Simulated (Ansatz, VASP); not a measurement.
## Two plane-wave programs on C

```
C
1.0
     1.78337    1.78337    0.00000
    -1.78337    1.78337    0.00000
     0.00000    1.78337    1.78337
C
2
Direct
  0.50000 0.50000 0.00000
  0.75000 0.25000 0.50000
```

Alike in both runs: task relaxation of cell and atoms; functional PBEsol; k mesh 16 × 16 × 16; occupations fermi-dirac, width 0.1 eV; no spin polarisation.

|  | VASP | Ansatz |
| --- | --- | --- |
| version | VASP 6.6.1 | Ansatz 0.2.0 |
| potentials or method | VASP PAW PBE potentials, release 64 (C) | PAW with Ansatz's default frozen-core files, scalar-relativistic |
| plane-wave cutoff (eV) | 600 | 420 |
| valence electrons in the cell | 8 | 8 |

|  | VASP | Ansatz | Ansatz less VASP |
| --- | --- | --- | --- |
| gap on the k mesh at the Fermi level, each at its own relaxed structure (eV) | 4.03 | 4.03 | +0.008 |
| relaxed volume (Å³/atom) | 5.62 | 5.61 | -0.005 |
| relaxed cell length with the largest relative difference (Å) | 2.514 | 2.513 | -0.0008 |

Caveats: the PAW data sets were made with another functional, which shifts forces and pressure a little (VASP).
